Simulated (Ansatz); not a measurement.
SnTe:

```
Te Sn
1.0
     3.90470    0.00000    0.00000
     0.00000    3.90470    0.00000
     0.00000    0.00000    3.90470
Te Sn
1 1
Direct
  0.50000 0.50000 0.50000
  0.00000 0.00000 0.00000
```

Measurements of this composition are mostly on another form, of space group No. 225.

- Program: Ansatz 0.2.0
- Task: relaxation of cell and atoms
- Functional: RPBE
- Dispersion: D3(BJ)
- Potentials or basis: Ansatz PAW
- Cutoff: 420 eV (not typed: the program's choice for these potentials)
- k mesh: 7 × 7 × 7
- Occupations: fermi-dirac, width 0.05 eV
- Spin: no spin polarisation

At the start: volume 29.77 Å³/atom.

Task: How do energy, volume and symmetry change on relaxing?

Result: It ends after 6 steps and the volume is 20.91 Å³/atom (-29.7 %); space group Pm-3m (No. 221, to 0.05 Å).

Step by step:
| step | energy change (eV) | largest force (eV/Å) | volume (Å³) |
| --- | --- | --- | --- |
| 1 | 0.0000 | 0.0000 | 59.53 |
| 2 | -0.8717 | 0.0000 | 51.24 |
| 3 | -1.3886 | 0.0000 | 43.76 |
| 4 | -1.4117 | 0.0000 | 40.84 |
| 5 | -1.4207 | 0.0000 | 41.83 |
| 6 | -1.4177 | 0.0000 | 41.83 |

Final structure:
```xyz
2
Lattice="3.4712 0.0000 0.0000 0.0000 3.4712 0.0000 0.0000 0.0000 3.4712" Properties=species:S:1:pos:R:3 pbc="T T T"
Te    1.7356    1.7356    1.7356
Sn    0.0000    0.0000    0.0000
```

Caveat: the volume moved by over 15 % at a fixed basis, so the end points are rough; the plane-wave basis is chosen anew once the cell has moved, so the energies of steps on either side of that aren't comparable; pairwise dispersion overbinds metals, which lowers pressure and volume; the PAW data sets come from PBE, with cores solved anew for the run's functional, which leaves a small shift of forces and pressure.
